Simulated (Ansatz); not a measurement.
Structure from Materials Project entry mp-406 (possibly hypothetical), not relaxed further.

Input and log of a run on CdTe: DFT, PBEsol, all-electron LAPW, scalar-relativistic (Ansatz 0.2.0).

```yaml
crystal:
  lattice:
    - [0.0, 3.2821135562, 3.2821135562]
    - [3.2821135562, 0.0, 3.2821135562]
    - [3.2821135562, 3.2821135562, 0.0]
  atoms:
    - { symbol: Cd, position: [0.0, 0.0, 0.0] }
    - { symbol: Te, position: [0.75, 0.75, 0.75] }
kpoints:
  mp_grid: { grid: [7, 7, 7] }
  band_path:
    path:
      - [0.0, 0.0, 0.0]
      - [-0.5, -0.5, 0.0]
      - [-0.375, -0.375, 0.25]
      - [-0.375, 0.0, 0.375]
      - [0.0, 0.0, 0.0]
      - [0.0, 0.0, 0.5]
      - [-0.5, -0.25, 0.25]
      - [-0.5, -0.5, 0.0]
    npoints: 8
scf:
  occupations: { method: fermi_dirac, width: 0.01 }
hamiltonian:
  xc: pbesol
  pseudopotentials: { kind: all_electron, lapw: { basis_error: 0.0005 } }
output:
  forces: true
  stress: true
  eigenvalues: true
  populations: true
  dos: { projected: true, de: 0.2, e_range: [-14, 8] }
```

The log:

```
Cd: projections on atomic orbitals take those of the free atom 1s2 2s2 2p6 3s2 3p6 3d10 4s2 4p6 4d10 5s2, of charge +0.00 (hamiltonian.pseudopotentials.projection_atoms)
Te: projections on atomic orbitals take those of the free atom 1s2 2s2 2p6 3s2 3p6 3d10 4s2 4p6 4d10 5s2 5p4, of charge +0.00 (hamiltonian.pseudopotentials.projection_atoms)
LAPW: plane waves up to 8.326 Å⁻¹, error target 5.0e-4 eV per atom; small_component_spin mean_spin; Cd in spheres of 1.432 Å, 20 of its electrons in bands, Dirac shells []; Te in spheres of 1.411 Å, 24 of its electrons in bands, Dirac shells []
Engine: ansatz 0.2.0
Pseudopotentials: kind: all_electron
Pseudopotential: Cd, LAPW, valence charge 20, Koelling and Harmon's equation, gaussian nucleus
Pseudopotential: Te, LAPW, valence charge 24, Koelling and Harmon's equation, gaussian nucleus
Functional definition: PBEsol
  exchange = pbesol_x
  correlation = pbesol_c
Crystal: 2 atoms, lattice volume = 70.712 Å³
Basis set: ecut = 264.10782789104394 eV, 701 PW (Γ), exchange–correlation at level 2
Bands: 27, of which v1, the nominal top of the filled ones, is band 22 counted from 1 (21 counted from 0)
Symmetry: 24 space group operations
Space group: F-43m (ITA 216), of the structure as read, at distance tolerance 4.1e-5 Å
k-points: 20 of 343 (time reversal used)
Non-local potential: Cd, projectors of the file, none
Non-local potential: Te, projectors of the file, none
Initial density: superposition of atomic densities (chi_scale 0.1, normalization cell, long waves kept (reshape's long-wave potential 0.00 eV rms))
Initial wavefunctions: plane waves of lowest kinetic energy (no species holds an atomic orbital)
Functional: x = pbesol(κ = 0.804, μ = 0.12345679012345678), c = pbesol(β = 0.046)
iter 1 solved again at ethr=1.22e-3 eV; its pass at ethr=1.00e-1 eV (dr2=5.38e-1 eV) is discarded
SCF iter   1: F=—  HF=-336972.007162 eV  |F-HF|=—  |Δ(HF+E_count)|=         —  Δρ=1.92e-2  dr2=5.39e-1  ethr=1.22e-3  ⟨swp⟩=2.0  Hψ=3474  notcnv=0
preconditioner: auto → none  [insulator: Δε(μ)=0.895 eV  Ē_g=11.361 eV  σ=0.010 eV  W_gap=1.00  n_scr=14 (ndim 8)  ℏωp=18.7 eV  f_vac=0.227  D(μ)=0.00/eV (n_scr^D=0)  ε∞_Penn≈3.7]
iter 2 solved again at ethr=4.80e-5 eV; its pass at ethr=1.22e-3 eV (dr2=2.11e-2 eV) is discarded
SCF iter   2: F=—  HF=-336971.799736 eV  |F-HF|=—  |Δ(HF+E_count)|=   2.07e-1  Δρ=6.03e-3  dr2=2.12e-2  ethr=4.80e-5  ⟨swp⟩=2.1  Hψ=2883  notcnv=0
SCF iter   3: F=—  HF=-336971.771186 eV  |F-HF|=—  |Δ(HF+E_count)|=   2.86e-2  Δρ=3.54e-3  dr2=8.48e-3  ethr=4.80e-5  ⟨swp⟩=2.7  Hψ=1693  notcnv=0
SCF iter   4: F=—  HF=-336971.769821 eV  |F-HF|=—  |Δ(HF+E_count)|=         —  Δρ=1.11e-3  dr2=8.99e-4  ethr=1.93e-5  ⟨swp⟩=2.0  Hψ=1660  notcnv=0
the basis was enlarged: its passes take 85.2 KiB over the memory plan, 1 of 1 planned eigensolver slots
SCF iter   5: F=—  HF=-336971.769747 eV  |F-HF|=—  |Δ(HF+E_count)|=   7.42e-5  Δρ=1.66e-4  dr2=1.36e-5  ethr=2.04e-6  ⟨swp⟩=2.0  Hψ=1561  notcnv=0
SCF iter   6: F=—  HF=-336971.769751 eV  |F-HF|=—  |Δ(HF+E_count)|=   4.33e-6  Δρ=2.73e-5  dr2=4.17e-7  ethr=3.09e-8  ⟨swp⟩=2.0  Hψ=1561  notcnv=0
SCF iter   7: F=-336971.769752 eV  HF=-336971.769752 eV  |F-HF|=1.92e-8  |Δ(HF+E_count)|=   9.19e-7  Δρ=3.44e-6  dr2=8.19e-9  ethr=9.48e-10  ⟨swp⟩=3.0  Hψ=1636  notcnv=0
SCF 1 converged in 7 iterations: F = -336971.769752 eV  dr2 = 8.19e-9
NSCF: frozen V_eff on 57 k-points
SCF converged after 7 iterations
Free energy (F): -336971.769752 eV
Harris-Foulkes:  -336971.769752 eV  (|F-HF|=1.92e-8)
Internal energy: -336971.769752 eV  (E = F + TS)
E sigma→0 (E₀):  -336971.769752 eV
Fermi energy:    8.385225 eV
--- Per-component energies (eV) ---
  E_band       = -1664.280938
  E_kinetic    = 354545.732278
  E_xc         = -8849.595912
  E_electrostatic = -682667.906118  (all electrons and nuclei)
  E_smearing   = -0.000000  (= −TS)
  E_closure    = 0.000000  (closes the sum)
  E_atoms      = -336966.303613  (free atoms, spherical and without spin; not in F)
  Σ components = -336971.769752   (vs F -336971.769752, Δ=0.00e0)
  Basis errors (estimates in eV, not in F): energy 2.2e-4 per atom: plane waves 2.0e-4 (1.2e-4 summed), levels above the bands 0.0e0, relativity 4.5e-9, radial functions 2.1e-5, core shells 2.1e-7; eigenvalues (radial functions only) 4.9e-7; not estimated: angular momenta, meshes, grids; target (lapw.basis_error) 5.0e-4; muffin-tin radii Cd 1.432 Å, Te 1.411 Å
--- Forces (eV/Å), atoms counted from 1 ---
  atom   1  Cd     0.00000000    -0.00000000    -0.00000000
  atom   2  Te    -0.00000000     0.00000000     0.00000000
  max |Σ_I F_I| component: 1.85e-17 eV/Å
--- Stress (GPa, compression-positive) ---
       -1.300714       0.000000      -0.000000
        0.000000      -1.300714       0.000000
       -0.000000       0.000000      -1.300714
  P = ⅓ Tr σ = -1.3007 GPa (-13.007 kbar)
--- Band table (eV; the first three rows and the last of 20) ---
  k-point 0: bands = ["-150.2425", "-100.3449", "-100.3449", "-100.3449", "-93.7913", "-54.8849", "-54.8849", "-54.8849", "-27.7891", "-27.7891", "-27.7891", "-27.7820", "-27.7820", "-2.8969", "-0.0200", "-0.0200", "-0.0200", "0.2173", "0.2173", "8.1054", "8.1054", "8.1054", "8.6541", "12.6940", "12.6940", "12.6940", "15.3469"]
  k-point 1: bands = ["-150.2425", "-100.3449", "-100.3449", "-100.3449", "-93.7913", "-54.8850", "-54.8849", "-54.8849", "-27.7891", "-27.7891", "-27.7891", "-27.7820", "-27.7820", "-2.8270", "-0.0071", "-0.0071", "0.0366", "0.2164", "0.2164", "6.6636", "7.9428", "7.9428", "9.6826", "12.6618", "12.9471", "12.9471", "16.2319"]
  k-point 2: bands = ["-150.2425", "-100.3449", "-100.3449", "-100.3449", "-93.7913", "-54.8850", "-54.8849", "-54.8849", "-27.7892", "-27.7890", "-27.7890", "-27.7819", "-27.7819", "-2.6692", "0.0188", "0.0188", "0.2180", "0.2180", "0.2241", "5.0785", "7.6276", "7.6276", "9.9449", "13.2720", "13.2720", "13.6542", "16.1166"]
  k-point 19: bands = ["-150.2425", "-100.3449", "-100.3449", "-100.3449", "-93.7913", "-54.8850", "-54.8850", "-54.8850", "-27.7892", "-27.7890", "-27.7887", "-27.7820", "-27.7818", "-2.4225", "0.0841", "0.0973", "0.1892", "0.2208", "0.7071", "4.0778", "5.7319", "6.3949", "11.6840", "12.7878", "13.8894", "14.7393", "16.6952"]
--- Löwdin populations: 2 sites ---
  site symbol       q [e]
     0     Cd     46.8658
     1     Te     52.9218
  spilling = 0.002124 (of n_electrons = 100.000000)
```
